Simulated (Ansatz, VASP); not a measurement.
Given: the input of a run of Ansatz 0.2.0 on W.

Contents of input.yaml:

```yaml
crystal:
  lattice:
    - [2.809662, 0.0, 0.0]
    - [0.0, 4.86387, 0.0]
    - [0.0, 0.0, 4.923695]
  atoms:
    - { symbol: W, position: [0.793172, 0.936843, 0.75] }
    - { symbol: W, position: [0.206828, 0.436843, 0.75] }
    - { symbol: W, position: [0.206828, 0.063157, 0.25] }
    - { symbol: W, position: [0.793172, 0.563157, 0.25] }
kpoints:
  mp_grid: { grid: [9, 6, 6] }
scf:
  occupations: { method: fermi_dirac, width: 0.05 }
hamiltonian:
  xc: lda
  pseudopotentials: { kind: all_electron, lapw: { basis_error: 0.002 } }
output:
  forces: true
  stress: true
  eigenvalues: true
```

Potentials or basis: all-electron LAPW, scalar-relativistic.

Run with:

```sh
$ ansatz run input.yaml --threads 2 --pin off --max-ram 8192MiB --backend cpu --events-out ev --progress --plain --runs-dir out
```

Task: Translate it to VASP 6.6.1. Potentials there: VASP PAW LDA potentials, release 64 (W_sv).

Result: As run (the cutoff follows the program's own potentials):

INCAR

```
ALGO = Fast
EDIFF = 1E-6
ENCUT = 520
GGA = CA
ISIF = 2
ISMEAR = -1
LASPH = True
LCHARG = False
LREAL = False
LWAVE = False
NBANDS = 36
NELM = 80
PREC = Accurate
SIGMA = 0.05
```

Contents of KPOINTS:

```
k-points
0
Gamma
  9 6 6
```

POSCAR

```
W
1.0
    2.8096620000      0.0000000000      0.0000000000
    0.0000000000      4.8638700000      0.0000000000
    0.0000000000      0.0000000000      4.9236950000
W
4
Direct
    0.7931720000      0.9368430000      0.7500000000
    0.2068280000      0.4368430000      0.7500000000
    0.2068280000      0.0631570000      0.2500000000
    0.7931720000      0.5631570000      0.2500000000
```

Potentials or basis: VASP PAW LDA potentials, release 64 (W_sv).

Run with:

```sh
$ cat potpaw_LDA.64/W_sv/POTCAR > POTCAR
$ mpirun -np 1 vasp_std > vasp.out
```

Both were run:

|  | VASP | Ansatz | Ansatz less VASP |
| --- | --- | --- | --- |
| gap on the k mesh at the Fermi level (eV) | none | none | - |
| pressure (GPa) | -14.3 | -15.7 | -1.34 |
| largest component of the traceless stress (GPa) | 0.48 | 0.58 | +0.097 |
| rms of the force components (eV/Å) | 0.059 | 0.069 | +0.0100 |

Atom by atom the forces differ by 0.013 eV/Å (rms over components). A gap of «none» marks a metal or a gap that the smearing closes. Ansatz ran all-electron here, so the differences hold the error of VASP's frozen core and of both bases.

The runs have no spin-orbit coupling, so splittings on W are missing.
